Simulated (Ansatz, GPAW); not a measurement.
Given: the input of a run of GPAW 26.7.0 (ASE script) on NaCl. Atoms were shifted at random by some hundredths of an Å from the given cell, which wasn't relaxed again for these runs. The cell is a database's computed one, not the measured one.

File run.py:

```python
from ase import Atoms
from ase.dft.bandgap import bandgap
from ase.io import write
from ase.units import GPa
from gpaw import GPAW, PW, setup_paths

setup_paths.insert(0, '.')

atoms = Atoms(['Cl', 'Na'],
              cell=[[0.0, 2.7940632177, 2.7940632177],
                    [2.7940632177, 0.0, 2.7940632177],
                    [2.7940632177, 2.7940632177, 0.0]],
              scaled_positions=[[0.488206, 0.512643, 0.501932],
                                [-0.00417, 0.002995, -0.003606]],
              pbc=True)

calc = GPAW(mode=PW(800),
            xc='PBEsol',
            kpts={'size': (8, 8, 8), 'gamma': True},
            occupations={'name': 'fermi-dirac', 'width': 0.05},
            nbands=15,
            convergence={'density': 1e-05, 'energy': 1e-05},
            maxiter=150,
            txt='gpaw.txt')
atoms.calc = calc
energy = atoms.get_potential_energy()
forces = atoms.get_forces()
stress = atoms.get_stress()
calc.write('gs.gpw')
write('result.traj', atoms)
print(f'Energy: {energy:.6f} eV')
print('Forces (eV/A):')
print(forces.round(4))
print('Stress (GPa):', (stress / GPa).round(3))
print('Fermi level:', round(calc.get_fermi_level(), 4), 'eV')
print(f'Gap: {bandgap(calc)[0]:.4f} eV, direct: {bandgap(calc, direct=True)[0]:.4f} eV')
```

Potentials or basis: PAW data sets generated in the run's folder for this functional, pw.

Launch:

```bash
$ gpaw-setup -f PBEsol Cl Na
$ OMP_NUM_THREADS=1 python run.py
```

Problem. Translate it to Ansatz 0.2.0. Potentials or basis there: Ansatz PAW, cutoff 420 eV.

Solution. As run (cutoffs and basis follow the program's own potentials, and thresholds, step limits or extra output files can differ):

Contents of input.yaml:

```yaml
crystal:
  lattice:
    - [0.0, 2.7940632177, 2.7940632177]
    - [2.7940632177, 0.0, 2.7940632177]
    - [2.7940632177, 2.7940632177, 0.0]
  atoms:
    - { symbol: Cl, position: [0.488206, 0.512643, 0.501932] }
    - { symbol: Na, position: [-0.00417, 0.002995, -0.003606] }
hamiltonian:
  xc: pbesol
  pseudopotentials: { kind: paw }
kpoints:
  mp_grid: { grid: [8, 8, 8] }
scf:
  occupations: { method: fermi_dirac, width: 0.05 }
output:
  forces: true
  stress: true
  eigenvalues: true
```

Potentials or basis: Ansatz PAW.

Launch:

```bash
$ ansatz run input.yaml --threads 1 --pin off --max-ram 3584MiB --backend cpu --events-out ev --progress --plain --runs-dir out
```

Both were run:

|  | GPAW | Ansatz |
| --- | --- | --- |
| Pressure | 0.3 GPa | 0.2 GPa |
| Largest force | 0.066 eV/Å | 0.064 eV/Å |
| Energy over the undisturbed cell | 0.7 meV/atom | 0.7 meV/atom |

Ansatz's pressure holds a Pulay term of +0.00 GPa for its cutoff of 420 eV, which the other run lacks.

The potentials hold 14 and 16 valence electrons a cell.

Ansatz's potentials were made for PBE.

Where Ansatz's input types no cutoff or centring, it takes its own default and a Γ-centred mesh.

Pressure is positive in compression.
